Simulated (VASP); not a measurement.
Set up this calculation in VASP 6.6.1, as an ASE script.

```
Task                   : single point
Functional             : LDA
Potentials or basis    : VASP PAW LDA potentials, release 64 (Ti_sv_GW)
Cutoff                 : 550 eV
k mesh                 : 11 × 11 × 11
Occupations            : gaussian, width 0.05 eV
Spin                   : no spin polarisation
Further INCAR settings : ALGO = Fast; EDIFF = 1.00e-07; NBANDS = 12
```

The structure of Ti lies in POSCAR:

```
Ti
1.0
   -1.6410000000      1.6410000000      1.6410000000
    1.6410000000     -1.6410000000      1.6410000000
    1.6410000000      1.6410000000     -1.6410000000
Ti
1
Direct
    0.0000000000      0.0000000000      0.0000000000
```

This isn't the form of Ti at room conditions, which is hcp.

The input as run:

run.py

```python
from ase.calculators.vasp import Vasp
from ase.dft.bandgap import bandgap
from ase.io import read

atoms = read('POSCAR')
calc = Vasp(
    directory='calc',
    xc='lda',
    pp='LDA',
    setups='gw',
    prec='Accurate',
    encut=550,
    ediff=1e-07,
    ismear=0,
    sigma=0.05,
    lreal=False,
    lasph=True,
    nelm=60,
    algo='Fast',
    isif=2,
    lwave=False,
    lcharg=False,
    kpts=[11, 11, 11],
    gamma=True,
    nbands=12,
)
atoms.calc = calc

print('energy (eV):', atoms.get_potential_energy())
print('free energy (eV):', atoms.get_potential_energy(force_consistent=True))
print('forces (eV/A):')
print(atoms.get_forces())
print('stress (eV/A^3, Voigt):', atoms.get_stress())
print('Fermi level (eV):', calc.get_fermi_level())
gap, top, bottom = bandgap(calc)
print('band gap (eV):', gap, 'from (spin, k, band)', top, 'to', bottom)
```

Potentials or basis: VASP PAW LDA potentials, release 64 (Ti_sv_GW).

The run is started by

```bash
$ python run.py
```

It gave:

```
Pressure               : -12.4 GPa
Band gap on the k mesh : none (metal or under the smearing width)
```

Wall time 25 s on 1 thread of Intel(R) Xeon(R) Platinum 8259CL CPU @ 2.50GHz (Skylake/Cascade Lake), with other jobs on the host, peak memory 0.14 GiB.
